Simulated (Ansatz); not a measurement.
## Computed properties of BP (zincblende)

What experiment reports for this phase, and the runs try to reproduce:
- lattice constant a: 4.5383 ± 0.0008 Å (cubic a at 100 K; 100 K; single-crystal XRD (Mo K-alpha); “Thermal expansion coefficients of high thermal conducting BAs and BP materials”, 2019, arxiv:1906.04101)

The calculated numbers come from the plane-wave code Ansatz. Spin-unpolarised throughout.

BP in the zincblende structure, relaxed with r2SCAN. It is cubic, F-43m (No. 216); conventional cell a = 4.537 Å, 11.67 Å³ an atom. B is surrounded by 4 P at 1.96 Å; P is surrounded by 4 B at 1.96 Å.

Relaxed lattice by functional, symmetry kept:
```tsv
functional	k mesh	a (Å)	volume (Å³/atom)
PBE	10×10×10	4.548	11.76
r2SCAN	8×8×8	4.537	11.67
```

On this one geometry the levels give:
```tsv
level	k mesh	gap (eV)	kind	edges	least direct gap (eV)	rough cost
PBE	10×10×10	1.24	indirect	Γ → Γ–X (0.80)	3.41	2.3 core-seconds
r2SCAN	10×10×10	1.41	indirect	Γ → Γ–X (0.83)	3.60	3 core-seconds
HSE06	6×6×6	1.96	indirect	Γ → Γ–X (0.83)	4.34	29 core-seconds
PBE0	6×6×6	2.66	indirect	Γ → Γ–X (0.83)	5.03	30 core-seconds
G0W0@PBE (69 empty bands, 120 eV, 6×6×6)	6×6×6	1.85	–	Γ → X (mesh)	–	17 core-seconds
```
PBE: smearing of 0.02 eV; the others have fixed occupations.
Wave cutoffs: 420 eV, 500 eV (r2SCAN).
Points off the special ones are mesh points or PBE's searched band edges, reused at the other levels.
The G0W0 gap is PBE's gap over the path plus the quasiparticle shift read on the mesh. G0W0 here is at a finite number of bands, screening cutoff and k mesh, not at the basis limit.
Costs come from shared machines and give only the order; PBE's includes the band path. The runs had 2 threads of Arm Neoverse V1, on a shared host.

The HSE06 gap is indirect, 1.96 eV (Γ to Γ–X (0.83 of the way from Γ)), below the direct gap of 4.34 eV at Γ.

Set against the finite-basis gap of 1.85 eV from G0W0@PBE (69 empty bands, 120 eV, 6×6×6), PBE's least gap plus the shift on the mesh, where the gap is 1.94 eV, the closest functional is HSE06, which differs by +0.11 eV. The others: r2SCAN -0.44, PBE -0.61, PBE0 +0.81 eV. The yardstick's own error is a tenth of an eV or more. r2SCAN covers 23 % of the step from PBE to HSE06. Among these functionals the gap stays indirect.

r2SCAN (ground state on 8×8×8): The clamped-ion dielectric constant comes out as 8.74 in all directions. Born charges, averaged over directions: B -0.46, P +0.46 e.

Comparison with experiment:
- Lattice constant a, measured 4.5383 Å: PBE 4.548 (+0.2 %), r2SCAN 4.537 (0.0 %).
The calculated lattice is static; the measured one holds thermal expansion and zero-point motion. Reports marked as nanostructured, strained, doped, implanted or mixed samples were set aside.

The meshes of the hybrids are coarse, so their gaps aren't converged to the digits shown.

PBE's least gap lies off this mesh and is smaller, so the gaps on the mesh aren't the band edges.
